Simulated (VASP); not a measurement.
# ZrC: Wannier functions by SCDM with PBE

Crystal: ZrC.

```
Zr C
1.0
     0.00000    2.36500    2.36500
     2.36500    0.00000    2.36500
     2.36500    2.36500    0.00000
Zr C
1 1
Direct
  0.50000 0.50000 0.50000
  0.00000 0.00000 0.00000
```

```
Program                : VASP 6.6.1
Task                   : Wannier functions by SCDM
Functional             : PBE
Potentials or basis    : VASP PAW PBE potentials, release 64 (Zr_sv, C)
Cutoff                 : 520 eV
k mesh                 : 5 × 5 × 5
Occupations            : gaussian, width 0.02 eV
Spin                   : no spin polarisation
Further INCAR settings : ALGO = Normal; EDIFF = 1e-06; ISYM = -1
```

| Property | Result |
| --- | --- |
| Band gap along the path | none (metal or under the smearing width) |

Levels at the corners of the path, in eV from the Fermi level:
```
point  band 6  band 7  band 8  band 9  band 10  band 11
    Γ    1.03    1.03    1.03    1.22     1.22     1.22
    X   -1.98   -1.57    0.14    0.14     4.48     5.67
    X   -1.98   -1.57    0.14    0.14     4.48     5.67
    W   -2.48   -2.22   -2.22    3.35     3.35     5.67
    W   -2.48   -2.22   -2.22    3.35     3.35     5.67
    K   -2.89   -2.18   -1.44    1.60     4.91     5.40
    K   -2.89   -2.18   -1.44    1.60     4.91     5.40
    Γ    1.03    1.03    1.03    1.22     1.22     1.22
    Γ    1.03    1.03    1.03    1.22     1.22     1.22
    L   -5.11   -2.76   -2.76    4.53     4.53     5.34
    L   -5.11   -2.76   -2.76    4.53     4.53     5.34
    U   -2.89   -2.18   -1.44    1.60     4.91     5.40
    U   -2.89   -2.18   -1.44    1.60     4.91     5.40
    W   -2.48   -2.22   -2.22    3.35     3.35     5.67
    W   -2.48   -2.22   -2.22    3.35     3.35     5.67
    L   -5.11   -2.76   -2.76    4.53     4.53     5.34
    L   -5.11   -2.76   -2.76    4.53     4.53     5.34
    K   -2.89   -2.18   -1.44    1.60     4.91     5.40
    U   -2.89   -2.18   -1.44    1.60     4.91     5.40
    X   -1.98   -1.57    0.14    0.14     4.48     5.67
```

Run time: 40 s on 1 thread of Intel(R) Xeon(R) 6975P-C (Granite Rapids) (shared host), peak memory 0.2 GiB.

Caveat: the k mesh is coarse (spacing up to 0.46 Å⁻¹), so the values aren't converged.
